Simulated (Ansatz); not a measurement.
## Mg: energy less free atoms and pressure against volume scale

Results calculated with Ansatz 0.2.0, not measured. Periodic Kohn-Sham DFT of a crystal at fixed atoms, scaled to volume_scale times the given cell; pressure positive in compression, energy less spherical unpolarised free atoms, largest_vzz the field gradient of largest size among the nuclei.

The cell before it is scaled or strained (space group P6_3/mmc, No. 194):
```
cell vectors (Å)
   3.2093     0.0000     0.0000
  -1.6046     2.7793     0.0000
   0.0000     0.0000     5.2103
atoms (fractions of the cell vectors)
Mg  0.33333  0.66667  0.25000
Mg  0.66667  0.33333  0.75000
```

Settings of every row: method all-electron LAPW; functional PBE; relativity scalar; k mesh 12x12x7; filling fermi-dirac; smearing width 0.08 eV; basis error target 0.5 meV/atom; nucleus gaussian.

Atom start moment: 0 on all atoms.

| row | volume scale | V (Å³/atom) | energy less free atoms (eV/atom) | pressure (GPa) |
| --- | --- | --- | --- | --- |
| 1 | 0.94 | 21.843 | -1.4961 | 1.929 |
| 2 | 0.9405 | 21.854 | -1.4963 | 1.906 |
| 3 | 0.96 | 22.307 | -1.5004 | 1.047 |
| 4 | 0.98 | 22.772 | -1.5023 | 0.252 |
| 5 | 0.99 | 23.005 | ? | ? |
| 6 | 1 | 23.237 | -1.5019 | -0.467 |
| 7 | 1.01 | 23.469 | -1.501 | -0.8 |
| 8 | 1.02 | 23.702 | -1.4996 | -1.116 |
| 9 | 1.04 | 24.166 | -1.4955 | -1.701 |
| 10 | 1.06 | 24.631 | -1.4898 | -2.229 |

Question: what energy less free atoms and pressure should row 5 give?

Worked fit of energy less free atoms. Take u = (V_r/V)^(2/3) − 1 with V_r = 23.237 Å³ an atom, which is twice the finite (Eulerian) strain; such expansions in the strain, on which the Birch-Murnaghan equation of state is built, carry the rest volume and the bulk modulus. The shown rows have u = 0.04211, 0.04176, 0.0276, 0.01357, 0, -0.0066, -0.01312, -0.0258, -0.0381. Least squares give energy less free atoms = −1.50192 − 0.1019 × u + 5.683 × u² eV/atom; a straight line predicts inner rows, each left out in turn, worse (root mean square 0.0037 against 3.2e-05 eV/atom). All shown rows lie on it to the printed digit. Its lowest point lies at u = 0.0090, or V = 22.93 Å³ an atom, and the curvature there gives the bulk modulus at fixed shape and fractions, B = (4/9)(1 + u)² E″(u)/V = 35.9 GPa. Letting shape and atoms relax would as a rule lower it, by much in layered, chain or molecular crystals. The withheld row has u = 0.00671, so the fit gives −1.50192 − 0.1019 × (0.00671) + 5.683 × (0.00671)² = -1.5023 eV/atom.

The calculation gave -1.5024 eV/atom. The fit lies 0.0001 eV/atom (0.79 % of the column's range) above it, one unit of the last digit.

Worked fit of pressure. Take u = (V_r/V)^(2/3) − 1 with V_r = 23.237 Å³ an atom, which is twice the finite (Eulerian) strain; such expansions in the strain, on which the Birch-Murnaghan equation of state is built, carry the rest volume and the bulk modulus. The shown rows have u = 0.04211, 0.04176, 0.0276, 0.01357, 0, -0.0066, -0.01312, -0.0258, -0.0381. Least squares give pressure = −0.4674 + 51.172 × u + 132.54 × u² + 80 × u³ GPa; a parabola predicts inner rows, each left out in turn, worse (root mean square 0.0013 against 0.0007 GPa). The rows lie off it by 0.001, -0.001, -0.001, 0.000, 0.000, -0.001, 0.000, 0.000, 0.000. The pressure vanishes at u = 0.0089, or V = 22.93 Å³ an atom, and there the bulk modulus at fixed shape and fractions is B = −V dP/dV = (2/3)(1 + u) dP/du = 36 GPa. Letting shape and atoms relax would as a rule lower it, by much in layered, chain or molecular crystals. The withheld row has u = 0.00671, so the fit gives −0.4674 + 51.172 × (0.00671) + 132.54 × (0.00671)² + 80 × (0.00671)³ = -0.118 GPa.

The calculation gave -0.117 GPa. The fit lies 0.001 GPa (0.024 % of the column's range) below it, one unit of the last digit.
